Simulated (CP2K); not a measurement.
**SiNi in CP2K: the effect of functional**

Crystal: SiNi.

```xyz
4
Lattice="2.9428 0.0000 0.0000 0.0000 3.2803 0.0000 0.0000 0.0000 4.6774" Properties=species:S:1:pos:R:3 pbc="T T T"
Ni    1.4714    1.6402    1.6020
Ni    0.0000    0.0000    3.0754
Si    1.4714    1.6402    3.9438
Si    0.0000    0.0000    0.7337
```

The cell is a database's computed one.

Alike in all runs:

| Quantity | Value |
| --- | --- |
| Program | CP2K 2026.2 |
| Task | band structure |
| Potentials or basis | GTH_POTENTIALS Ni GTH-PBE-q18; POTENTIAL_UZH Si GTH-PBE-q4; TZVP-MOLOPT-SR-GTH, TZVP-MOLOPT-PBE-GTH basis |
| Density cutoff | 13606 eV |
| k mesh | 9 × 8 × 6 |
| Occupations | fermi-dirac, width 0.05 eV |
| Spin | collinear spin, ferromagnetic start |
| Starting moments | [1.0, 1.0, 0.0, 0.0] μB |

```tsv
functional	pressure (GPa)	largest force (eV/Å)
PBE	?	?
LDA	-2.1	0.34
PBEsol	1.5	0.15
rev-vdW-DF2	5.3	0.18
RPBE	9.4	0.10
vdW-DF2	16.9	0.07
r2SCAN	0.9	0.12
```

What does the run with functional PBE give?

Pressure 6.8 GPa; largest force 0.06 eV/Å.

Caveats: the basis of atomic orbitals isn't converged, which shifts pressures, moduli and gaps; the total moment is fixed, so each spin has its own Fermi level; the potentials were made for another functional, which shifts forces and pressure (some runs).
